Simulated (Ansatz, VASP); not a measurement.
S in VASP and in Ansatz

```xyz
1
Lattice="2.4781 0.0000 0.0000 0.0000 2.4781 0.0000 0.0000 0.0000 2.4781" Properties=species:S:1:pos:R:3 pbc="T T T"
S     0.0000    0.0000    0.0000
```

Alike in both runs: functional PBE; k mesh 15 × 15 × 15; occupations fermi-dirac, width 0.1 eV; no spin polarisation.

Ansatz relaxed the structure, and its values are those at the end. VASP's run is a single point on that final structure, the one shown.

|  | VASP | Ansatz |
| --- | --- | --- |
| version | VASP 6.6.1 | Ansatz 0.2.0 |
| potentials or method | VASP PAW PBE potentials, release 64 (S) | PAW with Ansatz's default frozen-core files, scalar-relativistic |
| plane-wave cutoff (eV) | 520 | 420 |
| valence electrons in the cell | 6 | 6 |

VASP gave:

| Item | Value |
| --- | --- |
| pressure (GPa) | 12.8 |

Question: Estimate Ansatz's values.

Answer: Pressure (GPa): 13.0.
